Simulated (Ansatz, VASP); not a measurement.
## Two plane-wave programs on C

```
C
1.0
     0.00000    1.64073    1.85474
     1.64073    0.00000    1.85474
     1.64073    1.64073    0.00000
C
2
Cartesian
  1.6407 1.6407 1.8547
  2.4611 2.4611 2.7821
```

Change from the starting cell: strain -0.080 along x and y, +0.040 along z, atoms carried along.

Alike in both runs: task single point; functional PBEsol; k mesh 12 × 12 × 12; occupations gaussian, width 0.05 eV; no spin polarisation.

|  | VASP | Ansatz |
| --- | --- | --- |
| version | VASP 6.6.1 | Ansatz 0.2.0 |
| potentials or method | VASP PAW PBE potentials, release 64 (C) | scalar-relativistic, plane waves, PAW |
| plane-wave cutoff (eV) | 520 | 420 |
| valence electrons in the cell | 8 | 8 |

|  | VASP | Ansatz | Ansatz less VASP |
| --- | --- | --- | --- |
| gap on the k mesh at the Fermi level (eV) | 2.65 | 2.66 | +0.012 |
| least direct gap on the mesh (eV) | 4.75 | 4.76 | +0.005 |
| pressure (GPa) | 66.5 | 64.8 | -1.66 |
| largest component of the traceless stress (GPa) | 96.31 | 96.45 | +0.136 |

With one functional, cell and mesh, what is left measures potentials, basis and numerics.

Caveats: the cell as given lies far from equilibrium; so large a pressure means that the cell lies far from this level's equilibrium, or that cutoff or potentials fall short (VASP); the potentials were made for another functional, which shifts forces and pressure (VASP).
